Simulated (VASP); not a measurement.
Write the native input for VASP 6.6.1 that does the following.

```yaml
Task: relaxation of the atoms
Functional: PBE
Potentials_or_basis: VASP PAW PBE potentials, release 64 (Cs_sv, Ag, Bi, Br)
Cutoff: 300 eV
k_mesh: 2 × 2 × 2
Occupations: gaussian, width 0.03 eV
Spin: no spin polarisation
Further_INCAR_settings: ALGO = Fast; EDIFF = 1e-07; IBRION = 2; EDIFFG = -0.01; NSW = 40
```

The structure of Cs2AgBiBr6 lies in POSCAR:

```
Cs2AgBiBr6                              
1.0
   -0.0000000000      5.6799119938      5.6799119938
    5.6799119938      0.0000000000      5.6799119938
    5.6799119938      5.6799119938     -0.0000000000
  Cs              Ag              Bi              Br            
     2     1     1     6
Direct
     0.2500000000000000    0.2500000000000000    0.2500000000000000
     0.7500000000000000    0.7500000000000000    0.7500000000000000
     0.5000000000000000    0.5000000000000000    0.5000000000000000
     1.0000000000000000    0.0000000000000000    1.0000000000000000
     0.2502896072630912    0.7497103927369088    0.2502896072630912
     0.2502896072630912    0.7497103927369088    0.7497103927369088
     0.7497103927369088    0.2502896072630912    0.7497103927369088
     0.7497103927369088    0.2502896072630912    0.2502896072630912
     0.2502896072630912    0.2502896072630912    0.7497103927369088
     0.7497103927369088    0.7497103927369088    0.2502896072630912
```

The cell isn't the ideal one: a relaxed cell with its volume scaled by 0.96.

One way to write it, as run:

INCAR

```
SYSTEM = Cs2AgBiBr6
ALGO = Fast
EDIFF = 1E-7
EDIFFG = -0.01
ENCUT = 300
GGA = PE
IBRION = 2
ISIF = 2
ISMEAR = 0
LASPH = .True.
LCHARG = .False.
LREAL = .False.
LWAVE = .False.
NELM = 80
NSW = 40
PREC = Accurate
SIGMA = 0.03
```

KPOINTS

```
k-points
0
Gamma
  2 2 2
  0 0 0
```

Potentials or basis: VASP PAW PBE potentials, release 64 (Cs_sv, Ag, Bi, Br).

Command:

```sh
$ cat potpaw_PBE.64/Cs_sv/POTCAR potpaw_PBE.64/Ag/POTCAR potpaw_PBE.64/Bi/POTCAR potpaw_PBE.64/Br/POTCAR > POTCAR
$ mpirun -np 2 vasp_std > vasp.out
```

It gave:

| Property | Result |
| --- | --- |
| Energy gained by relaxing | 0.6 meV/atom |
| Ionic steps | 3 |
| Pressure after relaxing | 0.9 GPa |
| Band gap on the k mesh | 1.25 eV, indirect (least direct gap 2.39 eV) |

Caveat: the k mesh is coarse (spacing up to 0.48 Å⁻¹), so the values aren't converged; the cutoff is under 1.25 times the usual one of these potentials, so pressure, stress and relaxed cells hold a basis-set (Pulay) error; spin-orbit coupling is left out, which as a rule narrows the gap of such compounds by several tenths of an eV.

Wall time 50 s on 2 MPI ranks on Intel(R) Xeon(R) Platinum 8488C (Sapphire Rapids), with other jobs on the host, peak memory 0.24 GiB a rank.
